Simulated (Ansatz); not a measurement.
An element in the bcc structure gives these cold pressures by all-electron LAPW under PBEsol (Ansatz 0.2.0, scalar-relativistic, no spin polarisation).

```tsv
V (Å³/atom)	P (GPa)
21.86	0.03
20.76	5.05
18.58	19.18
16.39	42.3
14.21	80.3
12.02	153.6
9.84	302.9
8.74	452.1
```

(1) Which element is it?

Answers

(1) Zr. Its zero-pressure volume in this structure is near 21.9 Å³/atom; the volume and the steepness of P(V) together point to it, though neighbours can come close. This is the case that was computed; others weren't tested.
